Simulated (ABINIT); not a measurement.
Crystal: SnTe.

```
Te Sn
1.0
     0.00000    3.15085    3.15085
     3.15085    0.00000    3.15085
     3.15085    3.15085    0.00000
Te Sn
1 1
Direct
  0.50000 0.50000 0.50000
  0.00000 0.00000 0.00000
```

| Quantity | Value |
| --- | --- |
| Program | ABINIT 10.8.3 (patched build) |
| Task | relaxation of cell and atoms |
| Functional | LDA |
| Potentials or basis | PseudoDojo NC SR LDA v0.4.1 standard |
| Cutoff | 1088 eV |
| k mesh | 5 × 5 × 5 |
| Occupations | fermi-dirac, width 0.05 eV |
| Spin | no spin polarisation |

At the start: pressure -1.5 GPa; volume 31.28 Å³/atom.

Problem. How do energy, volume and symmetry change on relaxing?

Solution. Over 4 steps the energy falls by 5.0 meV/atom and the volume is 30.27 Å³/atom (-3.2 %); space group Fm-3m (No. 225, to 0.05 Å).

The path:
| step | energy change (eV) | largest force (eV/Å) | pressure (GPa) | volume (Å³) |
| --- | --- | --- | --- | --- |
| 1 | 0.0000 | 0.0000 | -1.52 | 62.56 |
| 2 | -0.0026 | 0.0000 | -1.32 | 62.27 |
| 3 | -0.0099 | 0.0000 | 0.06 | 60.45 |
| 4 | -0.0100 | 0.0000 | 0.00 | 60.53 |

Final structure:
```yaml
crystal:
  lattice:
    - [0.00000, 3.11636, 3.11636]
    - [3.11636, 0.00000, 3.11636]
    - [3.11636, 3.11636, 0.00000]
  atoms:
    - { symbol: Te, position: [0.50000, 0.50000, 0.50000] }
    - { symbol: Sn, position: [0.00000, 0.00000, 0.00000] }
```
